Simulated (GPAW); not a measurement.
Entries from a set of simulations; values are calculated unless marked as measured.

**Quasiparticle gap of BP (honeycomb monolayer) in GPAW**

The cell holds 2 atoms: 1 B and 1 P. Cell: a = 3.216 Å, b = 3.216 Å, c = 11.400 Å, α = 90.0°, β = 90.0°, γ = 120.0°. Vacuum lies along c.

```
method               : DFT, PBE, plane waves, PAW (and 1 further level or step)
program              : GPAW 26.7.0
settings             : cutoff 600 eV, GPAW PAW setups 1.2.1 data release, 12×12×1 k-mesh, nbands 241
cost                 : 4 runs, 4 min in all on 8 MPI ranks of AMD EPYC 7R43, shared host
notes                : The structure was relaxed with PBE.
PBE gap              : 0.90 eV, direct
G0W0 gap on the mesh : 1.73 eV
GW settings          : 12×12×1 mesh, 107 bands, screening to 60 eV, full frequency, Hilbert transform
known limits         : short of the basis limit
```

G0W0 moves the gap on the mesh from 0.90 eV to 1.73 eV (+0.83 eV), with Z of 0.69 and 0.68 at the edges. The dearest step here is «screening and self-energy».

[Long decimals in the printed logs are rounded to 6 places.]

[Logs are printed without paths, hosts, clocks, repeated set-up lines and the standing remarks that a program may print on its own settings, such as how far it seeks lower states.]

[Paths, hosts, dates, memory and timing lines, banners, echoed tables and standing remarks are left out of the program output; an Ansatz launch command may be rebuilt from the run's recorded settings. Measured values are a selection of at most five: reports struck by readers or far from the other reports are left out. None is set beside runs whose start may be inverted or whose files or cutoffs have a known fault.]

[Runs of the session that timed out or met a known fault of the program may be left out.]

[Hosts, paths, dates, database ids (printed as entryN), source tags and the programs' standing remarks are cut or masked in the printed files.]

[Where the starting crystal was built by hand or by swapping elements, it need not be the compound's stable phase.]
